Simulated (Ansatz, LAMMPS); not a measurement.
# Amorphous Al2O3 (155 atoms): where an added charge goes, part 2 of 4

Aim: add and remove one electron in amorphous Al2O3 (155 atoms), with atoms held and relaxed, and read trapping energy and localisation.

Ansatz 0.2.0; Kohn-Sham DFT, PBE, PAW (set soft_1), plane waves.

The cell: 62 Al and 93 O. The quench rate of 20 K/ps is orders of magnitude faster than experiment. The network of bonds at the start is that of the classical potential that made the cell. Sampling is at Γ alone, for a cell whose shortest periodic width is 12 Å.

So far. Step 2 (Single point at the start): The r.m.s. force at the start is 0.37 eV/Å. Step 3 (Relaxation): The relaxation converged after 15 steps, 3.70 eV below its start, with a largest force component of 0.017 eV/Å.

### Step 4. Single point at the relaxed geometry

One more single point at the end of the walk gives the fuller output and checks the residual forces.

input.yaml reads:

```yaml
crystal:
  lattice:
    - [12.2588, 0.0, 0.0]
    - [0.0, 12.2588, 0.0]
    - [0.0, 0.0, 12.2588]
  atoms:
    - { symbol: Al, position: [0.92869, 0.99816, 0.36978] }
    - { symbol: Al, position: [0.4026, 0.78045, 0.8988] }
    - { symbol: Al, position: [0.02171, 0.52931, 0.24255] }
    - { symbol: Al, position: [0.87231, 0.35062, 0.64956] }
    - { symbol: Al, position: [0.23771, 0.6286, 0.01967] }
    - { symbol: Al, position: [0.0627, 0.32493, 0.38711] }
    [... 143 atom lines left out ...]
    - { symbol: O, position: [0.21113, 0.04608, 0.10451] }
    - { symbol: O, position: [0.43222, 0.78974, 0.76101] }
    - { symbol: O, position: [0.41781, 0.35911, 0.8952] }
    - { symbol: O, position: [0.88165, 0.07419, 0.0774] }
    - { symbol: O, position: [0.82816, 0.95486, 0.63331] }
    - { symbol: O, position: [0.66074, 0.07575, 0.75012] }
kpoints:
  mp_grid: { grid: [1, 1, 1] }
hamiltonian:
  xc: pbe
  pseudopotentials: { kind: paw, azcp: { folder: soft_1 } }
scf:
  occupations: { method: fixed }
output:
  forces: true
  stress: true
  populations: true
  dos:
    method: { smearing: { sigma: 0.15 } }
    de: 0.1
    projected: { site_lists: { Al: [Al], O: [O] } }
  eigenvalues: true
  write_density: true
  write_potential: true
  volumetric_format: npy
  elf: true
```

On the command line:

```console
> ansatz run input.yaml --threads 4 --pin off --max-ram 8192MiB --backend cpu --events-out ev --progress --plain --runs-dir out
```

Numbers of over 12 decimals in the logs are rounded to 6 here.

What it wrote:

```text
[...]
Crystal: 155 atoms, lattice volume = 1842.230 Å³
Basis set: ecut = 420 eV, 36041 PW (Γ), exchange–correlation on 180×180×180 points (8 copies of the dense FFT grid, shifted against one another)
Bands: 527, of which v1, the nominal top of the filled ones, is band 372 counted from 1 (371 counted from 0)
Symmetry: 1 space group operations
[...]
k-points: 1
[...]
SCF iter   1: F=—  HF=-86389.894230 eV  |F-HF|=—  |Δ(HF+E_count)|=         —  Δρ=1.24e-1  dr2=2.96e2  ethr=3.10e-3  ⟨swp⟩=5.0  Hψ=1803  notcnv=0  defer=151
[...]
SCF iter  13: F=-86309.693924 eV  HF=-86309.693924 eV  |F-HF|=6.52e-9  |Δ(HF+E_count)|=   8.36e-8  Δρ=9.92e-7  dr2=1.62e-8  ethr=1.34e-11  ⟨swp⟩=6.0  Hψ=2986  notcnv=0
SCF 1 converged in 13 iterations: F = -86309.693924 eV  dr2 = 1.62e-8
[...]
WARN: The input density's exchange-correlation potential varies sharply where the density is thin. Do not read a vacuum level from v_tot or v_xc, or from such a field of the output density. On a cell that repeats whose density bears no net charge and no dipole along the vacuum's axis use v_es (v_loc + v_h of the components); [...]
SCF converged after 13 iterations
Free energy (F): -86309.693924 eV
[...]
Internal energy: -86309.693924 eV  (E = F + TS)
E sigma→0 (E₀):  -86309.693924 eV
Fermi energy:    4.609866 eV
[...]
--- Forces (eV/Å), atoms counted from 1 ---
  atom   1  Al    -0.00004098     0.00153120    -0.00182096
  atom   2  Al     0.00440011     0.00275343    -0.00326096
  atom   3  Al    -0.01688874    -0.00044031     0.00179320
  atom   4  Al     0.00053633     0.00526442    -0.00122247
  atom   5  Al    -0.00421101    -0.00380804     0.00382329
  atom   6  Al    -0.00029717    -0.01175585     0.00235416
  atom   7  Al    -0.00065462     0.00575743     0.00361138
  atom   8  Al    -0.00560802    -0.00221534    -0.00366957
  atom   9  Al    -0.00416216    -0.00811720     0.00266716
  atom  10  Al    -0.00685255    -0.00492201     0.00630384
  atom  11  Al     0.00112251     0.00041856     0.00129960
  atom  12  Al    -0.00041410    -0.00136908    -0.00078132
  atom  13  Al    -0.00642172     0.00130947    -0.00358499
  atom  14  Al     0.00475853     0.00315557     0.00130395
[...]
atom 154  O     -0.00093744     0.00213605     0.00152275
  atom 155  O      0.00564370    -0.00253478     0.00073496
  max |Σ_I F_I| component: 5.38e-5 eV/Å
--- Stress (GPa, compression-positive) ---
       -0.661244      -0.470331      -0.526186
       -0.470332      -1.116910       0.714603
       -0.526185       0.714610      -0.795213
  P = ⅓ Tr σ = -0.8578 GPa (-8.578 kbar)
--- Band table (eV) ---
[...]
--- Löwdin populations: 155 sites ---
  site symbol       q [e]
     0     Al      1.6235
     1     Al      1.6711
     2     Al      1.6486
[...]
154      O      6.8303
  spilling = 0.008316 (of n_electrons = 744.000000)
```

Run time: 65 s. Hardware: 4 threads of Arm Neoverse V1, shared host; peak memory 2.7 GiB; 4.2 min of CPU time.

The program notes that the exchange-correlation potential is rough where the density is thin.

The run gave:

```yaml
free_energy: -86309.6939 eV
free_energy_per_atom: -556.8367 eV/atom
scf_cycles: 13
pressure: -0.8578 GPa
r_m_s_force_component: 0.0036 eV/Å
longest_force: 0.01699 eV/Å
fermi_energy: 4.61 eV
spacing_of_highest_filled_and_lowest_empty_level: 3.126 eV
spilling_of_the_projection: 0.008316
```

Löwdin charges by element and coordination (they lack the spilled electrons, 0.040 e an atom on average):

| element | coordination | atoms | mean charge (e) | spread | least | most |
| --- | --- | --- | --- | --- | --- | --- |
| Al | all | 62 | 1.35 | 0.0247 | 1.28 | 1.41 |
| Al | 4 | 42 | 1.36 | 0.0198 | 1.33 | 1.41 |
| Al | 5 | 18 | 1.33 | 0.014 | 1.30 | 1.35 |
| Al | 6 | 2 | 1.29 | 0.0093 | 1.28 | 1.30 |
| O | all | 93 | -0.833 | 0.0141 | -0.874 | -0.806 |
| O | 2 | 11 | -0.860 | 0.0087 | -0.874 | -0.846 |
| O | 3 | 80 | -0.830 | 0.01 | -0.853 | -0.806 |
| O | 4 | 2 | -0.823 | 0.0117 | -0.835 | -0.811 |

States in the cell by windows of 1 eV, zero at the Fermi level; the larger projections on atomic orbitals stand beside the total:

| from (eV) | to (eV) | total | O p | Al p | Al s |
| --- | --- | --- | --- | --- | --- |
| -10 | -8 | 0.0 | 0.0 | 0.0 | 0.0 |
| -8 | -7 | 2.8 | 2.1 | 0.2 | 0.5 |
| -7 | -6 | 53.4 | 40.0 | 3.6 | 8.5 |
| -6 | -5 | 64.6 | 49.5 | 7.6 | 5.6 |
| -5 | -4 | 84.6 | 68.2 | 11.3 | 2.9 |
| -4 | -3 | 102.2 | 88.4 | 9.9 | 1.5 |
| -3 | -2 | 106.9 | 98.3 | 5.5 | 0.7 |
| -2 | -1 | 102.5 | 97.2 | 2.8 | 0.3 |
| -1 | 0 | 39.9 | 38.2 | 0.9 | 0.1 |
| 0 | 1 | 1.2 | 1.2 | 0.0 | 0.0 |
| 1 | 2 | 0.0 | 0.0 | 0.0 | 0.0 |
| 2 | 3 | 0.1 | 0.0 | 0.0 | 0.1 |
| 3 | 4 | 1.9 | 0.0 | 0.1 | 1.1 |
| 4 | 5 | 9.1 | 1.3 | 3.1 | 2.4 |

With fixed occupations the program's Fermi level is the highest filled level; weight inside the gap is the broadening of levels at its edges.

Between -20 and -10 eV lie 186 more states.

The levels nearest the highest filled one (over half full), pooled over k-points and spins:

| level less the highest filled one (eV) | occupation |
| --- | --- |
| -0.622 | 2 |
| -0.583 | 2 |
| -0.530 | 2 |
| -0.407 | 2 |
| -0.319 | 2 |
| 0 | 2 |
| 3.13 | 0 |
| 4.49 | 0 |
| 4.61 | 0 |
| 4.72 | 0 |
| 4.81 | 0 |
| 4.95 | 0 |

Electrostatic potential energy in the ac plane at fractional y = 0.200, with atoms of Al and O within 0.2 Å of it. With pseudopotentials it is smooth inside the atoms' cores, unlike the true potential.

Ten even steps from '0' (-27 eV) to '9' (11 eV), each cell a mean:
```
99875445789999999971003999887888889
99988778899999999996338999720168889
99999899999999999999999988600058899
99998899999999999999998755544589999
99888888999999999999997458647899999
99888511488888998999997469746899999
88767300165446731279998655554479999
75444644646874400059999888830018998
74554588756874654589999999961038888
76445788875556899999999999998888888
88878899877889999999999999999988888
99987888777899999988899999998888999
99998874555789998655579999986567899
99998855996576787567558888864554789
99888864665662478545468744754654789
99988887667876678766778766875456889
99998888888765555755775555787788889
88888889998747984521455885575577667
68888888999755755776765885577775554
46436889999776667899985555788864996
62001799999889999999998888899874554
85113778899999999999999999988887667
99876545789999999999999998888899999
99874554689999999995227998888889999
```
Columns run along a (12.3 Å; values clipped at the 3rd and 97th percentile), rows up along c (12.3 Å). Atoms in or near the plane, at fractional coordinates: Al at (0.94, 0.18), Al at (0.32, 0.66), Al at (0.68, 0.24), Al at (0.41, 0.26), Al at (0.72, 0.78), Al at (0.25, 0.42), O at (0.20, 0.73), O at (0.59, 0.97), O at (0.83, 0.67), O at (0.47, 0.69), O at (0.81, 0.90), O at (0.08, 0.13).

Valence density in the ac plane at fractional y = 0.200, with atoms of Al and O within 0.2 Å of it. It is the smooth field of the valence electrons, not physical close to the nuclei.

Ten steps, logarithmic in the rise over the least value, from '0' (0.0 e/Å³) to '9' (6.9 e/Å³), each cell a mean:
```
22322222211000001258997421345432111
34432222221000000146775312578853112
33321112221100000012332113689963111
12211111111000000000011112467642100
00112344321000001100011111233210000
11123688742111244421112211123321000
22224799853113578853112222356653111
33323566542114689963101112479985212
33222233332113467642100001368874212
12222212344322222211000000134442111
11334322455421001111110000001111100
02345433344321001223221000001122110
01244432223333222233321122111233211
01122221112456543222223455432223211
11011122112467753222224566532112222
21001223222345543333323565433223333
21111222211233323466543333344433344
21111111111221113577652112456653333
22332211123332113456542112345543222
35776421134554211222221122223332111
47998521134543210000001122111122212
36887421112221000000111111101122222
23444321110000000023432110001112221
11222222110000000246875311111111111
```
Columns run along a (12.3 Å), rows up along c (12.3 Å). Atoms in or near the plane, at fractional coordinates: Al at (0.94, 0.18), Al at (0.32, 0.66), Al at (0.68, 0.24), Al at (0.41, 0.26), Al at (0.72, 0.78), Al at (0.25, 0.42), O at (0.20, 0.73), O at (0.59, 0.97), O at (0.83, 0.67), O at (0.47, 0.69), O at (0.81, 0.90), O at (0.08, 0.13).

The highest filled and lowest empty levels differ by 3.13 eV (at Γ alone); a semilocal functional tends to put such gaps too low. In a disordered cell it changes from sample to sample, and tail or defect levels can set it. Mean Löwdin charges: Al +1.35, O -0.83 e (they miss 0.83 % of the electrons, so they add up to more than the cell's charge). The largest share in the top eV of filled states is O p (97 % of the projected weight), and in the lowest eV of empty states Al s (63 % of the projected weight).

### Step 5. An extra electron, atoms held

The electron count changes by one with the atoms held: a vertical process, on a uniform background, with spin and a narrow Fermi–Dirac smearing. Its energy against the neutral cell hangs on the program's zero of potential.

input.yaml reads:

```yaml
crystal:
  lattice:
    - [12.2588, 0.0, 0.0]
    - [0.0, 12.2588, 0.0]
    - [0.0, 0.0, 12.2588]
  atoms:
    [... the 155 atom lines of step 4 ...]
total_charge: -1
kpoints:
  mp_grid: { grid: [1, 1, 1] }
hamiltonian:
  xc: pbe
  pseudopotentials: { kind: paw, azcp: { folder: soft_1 } }
scf:
  occupations: { method: fermi_dirac, width: 0.01 }
  lower_state_search: "off"
output:
  forces: true
  stress: true
  populations: true
  dos:
    method: { smearing: { sigma: 0.15 } }
    de: 0.1
    projected: { site_lists: { Al: [Al], O: [O] } }
  eigenvalues: true
  write_density: true
  write_potential: true
  volumetric_format: npy
magnetization:
  spin_polarized: true
  initial_magnetization: 1
```

What it wrote:

```text
[...]
Crystal: 155 atoms, lattice volume = 1842.230 Å³
Basis set: ecut = 420 eV, 36041 PW (Γ), exchange–correlation on 180×180×180 points (8 copies of the dense FFT grid, shifted against one another)
Bands: 528, of which v1, the nominal top of the filled ones, is band 373 counted from 1 (372 counted from 0)
Symmetry: 1 space group operations
[...]
k-points: 1
[...]
Starting moments: Σ|m| = 1 μB on 155 of 155 sites
[...]
SCF iter   1: F=—  HF=-86377.834469 eV  |F-HF|=—  |Δ(HF+E_count)|=         —  Δρ=6.09e-2 (↑6.04e-2 ↓6.09e-2)  dr2=2.82e2  dr2_m=1.83e-3  M=1.000 μB ∫|m|=1.002 μB  β_m=1.00  ethr=3.10e-3  ⟨swp⟩=6.0  Hψ=4096  notcnv=0  defer=232
[...]
spin=Collinear: Resta preconditioning applied to the charge; magnetization (m = ρ↑ − ρ↓) channel mixes plain (no charge-response kernel on spin).
SCF iter   2: F=—  HF=-86316.399295 eV  |F-HF|=—  |Δ(HF+E_count)|=         —  Δρ=2.63e-2 (↑2.62e-2 ↓2.63e-2)  dr2=6.11e1  dr2_m=4.62e-4  M=0.594 μB ∫|m|=0.630 μB  β_m=0.30  ethr=3.10e-3  ⟨swp⟩=2.0  Hψ=1972  notcnv=0  defer=300
[...]
SCF iter   7: F=—  HF=-86301.962910 eV  |F-HF|=—  |Δ(HF+E_count)|=   6.55e-2  Δρ=2.94e-4 (↑2.74e-4 ↓2.94e-4)  dr2=7.73e-3  dr2_m=4.03e-5  M=0.491 μB ∫|m|=0.519 μB  β_m=0.30  ethr=7.63e-6  ⟨swp⟩=3.0  Hψ=1338  notcnv=0  defer=299
[...]
spin-set hold released at iteration 7 (site moments contracting): the magnetisation degrees of freedom join the quasi-Newton model from the next iteration; the mixer history was flushed
SCF iter   8: F=—  HF=-86301.966073 eV  |F-HF|=—  |Δ(HF+E_count)|=   3.16e-3  Δρ=2.11e-4 (↑1.95e-4 ↓2.11e-4)  dr2=4.78e-3  dr2_m=2.43e-5  M=0.480 μB ∫|m|=0.507 μB  β_m=0.65  ethr=1.04e-6  ⟨swp⟩=2.0  Hψ=770  notcnv=0  defer=299
SCF iter   9: F=—  HF=-86301.972813 eV  |F-HF|=—  |Δ(HF+E_count)|=   6.74e-3  Δρ=9.54e-5 (↑9.54e-5 ↓9.36e-5)  dr2=8.40e-4  dr2_m=4.73e-6  M=0.430 μB ∫|m|=0.454 μB  β_m=0.63  ethr=6.42e-7  ⟨swp⟩=2.5  Hψ=1317  notcnv=0  defer=299
[...]
SCF iter  18: F=-86301.977504 eV  HF=-86301.977504 eV  |F-HF|=1.66e-8  |Δ(HF+E_count)|=   2.31e-6  Δρ=9.85e-7 (↑8.74e-7 ↓9.85e-7)  dr2=4.57e-8  dr2_m=9.69e-9  M=0.018 μB ∫|m|=0.018 μB  β_m=0.90  ethr=1.34e-11  ⟨swp⟩=21.0  Hψ=10528  notcnv=0
SCF iter  19: F=-86301.977504 eV  HF=-86301.977504 eV  |F-HF|=1.10e-8  |Δ(HF+E_count)|=   2.04e-7  Δρ=6.60e-7 (↑6.60e-7 ↓6.14e-7)  dr2=2.41e-8  dr2_m=3.57e-10  M=-0.006 μB ∫|m|=0.007 μB  ethr=6.13e-12  ⟨swp⟩=7.0  Hψ=7460  notcnv=0
SCF 1 converged in 19 iterations: F = -86301.977504 eV  dr2 = 2.41e-8
[...]
SCF converged after 19 iterations
Magnetization: -0.0064 μB (372.4968 up, 372.5032 down)
Absolute magnetization: 0.0067 μB (∫|ρ↑−ρ↓|, with the PAW one-centre terms)
[...]
Per-site moments (μB) at R_I (Å): [(-1.3170095107955482e-5, 0.725977), (-2.599673619335489e-6, 0.707044), (-1.1675637049756193e-5, 0.763210), (-1.1049762660886823e-5, 0.732847), (-3.031361066958621e-6, [...]
Free energy (F): -86301.977504 eV
[...]
Internal energy: -86301.963642 eV  (E = F + TS)
E sigma→0 (E₀):  -86301.970573 eV
Entropy (-TS):   -0.013863 eV (-0.089 meV/atom)
Fermi energy:    7.724280 eV
[...]
Σ components = -86301.977504   (vs F -86301.977504, Δ=0.00e0)
--- Forces (eV/Å), atoms counted from 1 ---
  atom   1  Al    -0.04657670    -0.05180019     0.01479476
  atom   2  Al     0.05427250    -0.01373878     0.01894416
  atom   3  Al    -0.09105537     0.01643043    -0.02718121
  atom   4  Al    -0.00848587    -0.00216720    -0.03881530
[...]
atom 155  O     -0.04167149    -0.00205074    -0.00620035
  max |Σ_I F_I| component: 5.12e-5 eV/Å
--- Stress (GPa, compression-positive) ---
       -0.469296      -0.485436      -0.520625
       -0.485437      -0.963642       0.702731
       -0.520625       0.702738      -0.622409
  P = ⅓ Tr σ = -0.6851 GPa (-6.851 kbar)
--- Band table (eV) ---
[...]
--- Löwdin populations: 155 sites ---
  site symbol       q [e]    m [muB]
     0     Al      1.6414    -0.0001
     1     Al      1.6805    -0.0001
     2     Al      1.6614    -0.0001
[...]
154      O      6.8322    -0.0000
  spilling = 0.008361 (of n_electrons = 745.000000)
```

Elapsed: 2.7 min, on 4 threads; peak memory 4.7 GiB; 11 min of CPU time.

The program notes that starting moments were not kept.

An extra electron, atoms held: the energy stands 7.72 eV above that of the reference. An odd electron should give 1 μB; this run ended with the carrier shared between both spins.

The levels nearest the highest filled one (over half full), pooled over k-points and spins:

| level less the highest filled one (eV) | occupation |
| --- | --- |
| -3.48 | 1 |
| -3.17 | 1 |
| -3.17 | 1 |
| 0 | 0.503 |
| 3.0e-4 | 0.497 |
| 1.38 | 0 |
| 1.39 | 0 |
| 1.50 | 0 |

### Step 6. An extra electron, atoms relaxed

The atoms now respond to the charge; the energy gained comes from screening by the atoms, from trapping if the charge localises, and from any strain left in the reference.

input.yaml, the sections that differ from step 5:

```yaml
output:
  forces: true
relax:
  f_tol: 0.05
  max_steps: 90
# crystal, total_charge, kpoints, hamiltonian, scf, magnetization: as in step 5
```

What it wrote:

```text
[...]
Crystal: 155 atoms, lattice volume = 1842.230 Å³
Basis set: ecut = 420 eV, 36041 PW (Γ), exchange–correlation on 180×180×180 points (8 copies of the dense FFT grid, shifted against one another)
Bands: 528, of which v1, the nominal top of the filled ones, is band 373 counted from 1 (372 counted from 0)
Symmetry: 1 space group operations
[...]
k-points: 1
[...]
Starting moments: Σ|m| = 1 μB on 155 of 155 sites
[...]
SCF iter   1: F=—  HF=-86377.834468 eV  |F-HF|=—  |Δ(HF+E_count)|=         —  Δρ=6.09e-2 (↑6.04e-2 ↓6.09e-2)  dr2=2.82e2  dr2_m=1.83e-3  M=1.000 μB ∫|m|=1.002 μB  β_m=1.00  ethr=3.10e-3  ⟨swp⟩=6.0  Hψ=4096  notcnv=0  defer=232
[...]
SCF iter  16: F=-86301.977497 eV  HF=-86301.977497 eV  |F-HF|=8.52e-8  |Δ(HF+E_count)|=   2.09e-5  Δρ=4.51e-6 (↑4.34e-6 ↓4.51e-6)  dr2=6.55e-7  dr2_m=1.45e-7  M=0.104 μB ∫|m|=0.110 μB  ethr=8.02e-11  ⟨swp⟩=1.0  Hψ=3772  notcnv=0
SCF 1 converged in 16 iterations: F = -86301.977497 eV  dr2 = 6.55e-7
[...]
relax step   1: F+E_penalty+E_count = -86301.97749659 eV  Δ(F+E_penalty+E_count) = +0.000e0 eV  max|allowed force component| = 1.964e-1 eV/Å  Δτ_max = 0.0000 Å  (16 SCF iters, dr2 threshold 6.25e-5 eV, accepted)
[...]
relax step   2: F+E_penalty+E_count = -86301.98455390 eV  Δ(F+E_penalty+E_count) = -7.057e-3 eV  max|allowed force component| = 1.021e-1 eV/Å  Δτ_max = 0.0081 Å  (21 SCF iters, accepted)
[...]
relax step   3: F+E_penalty+E_count = -86301.98815517 eV  Δ(F+E_penalty+E_count) = -3.601e-3 eV  max|allowed force component| = 2.597e-2 eV/Å  Δτ_max = 0.0068 Å  (12 SCF iters, accepted)
SCF converged after 12 iterations
Magnetization: 0.0083 μB (372.5042 up, 372.4958 down)
Absolute magnetization: 0.0087 μB (∫|ρ↑−ρ↓|, with the PAW one-centre terms)
[...]
Per-site moments (μB) at R_I (Å): [(1.7356802605948077e-5, 0.726815), (3.1888398900163735e-6, 0.706522), (1.5162027686380857e-5, 0.762902), (1.4271562091439948e-5, 0.733358), (3.7629475567711826e-6, 0.696931), [...]
Free energy (F): -86301.988155 eV
[...]
Internal energy: -86301.974293 eV  (E = F + TS)
E sigma→0 (E₀):  -86301.981224 eV
Entropy (-TS):   -0.013862 eV (-0.089 meV/atom)
Fermi energy:    7.704175 eV
[...]
--- Forces (eV/Å), atoms counted from 1 ---
  atom   1  Al     0.00155058     0.00844685    -0.00782139
  atom   2  Al    -0.00903691     0.00123250     0.00131308
  atom   3  Al    -0.00706670    -0.00351641     0.01180205
  atom   4  Al    -0.00356007    -0.00053433     0.00835898
  atom   5  Al     0.00319189    -0.00212892    -0.00097614
  atom   6  Al    -0.01117131    -0.00353496    -0.00049230
  atom   7  Al     0.00276046    -0.01515034    -0.00337609
  atom   8  Al     0.00896665    -0.00390913     0.01158203
  atom   9  Al    -0.00175608     0.00460989    -0.00667028
  atom  10  Al    -0.00154862     0.00365155     0.00359671
  atom  11  Al    -0.00150618    -0.00111865     0.00214476
  atom  12  Al     0.00968782     0.00468851     0.00118850
  atom  13  Al     0.00620667     0.00862052    -0.00541345
  atom  14  Al    -0.00141539     0.00037608     0.00524048
[...]
atom 154  O      0.00009381     0.00143919    -0.00306214
  atom 155  O      0.00409076    -0.00083409     0.00249393
  max |Σ_I F_I| component: 3.67e-5 eV/Å
--- Relaxed structure (3 steps of the walk, 3 accepted, 0 SCFs on fresh bases) ---
  F+E_penalty+E_count = -86301.98815517 eV   max|allowed force component| = 2.597e-2 eV/Å
  atoms:
    - { symbol: Al, position: [0.928825, 0.997800, 0.369968] }
    - { symbol: Al, position: [0.402651, 0.780599, 0.898779] }
    - { symbol: Al, position: [0.021493, 0.529263, 0.242431] }
    - { symbol: Al, position: [0.872215, 0.350627, 0.649350] }
[...]
- { symbol: O, position: [0.660642, 0.075807, 0.750289] }
```

Wall time 5.4 min (4 threads); peak memory 4.6 GiB.

The relaxation converged after 3 steps, 0.0107 eV below its start, with a largest force component of 0.026 eV/Å.

An extra electron, atoms relaxed: the energy stands 7.71 eV above that of the reference. An odd electron should give 1 μB; this run ended with the carrier shared between both spins.

[end of part 2 of 4]

[Logs are printed without paths, hosts, clocks, repeated set-up lines and the standing remarks that a program may print on its own settings, such as how far it seeks lower states.]

[Hosts, paths, dates, database ids (printed as entryN), source tags and the programs' standing remarks are cut or masked in the printed files.]
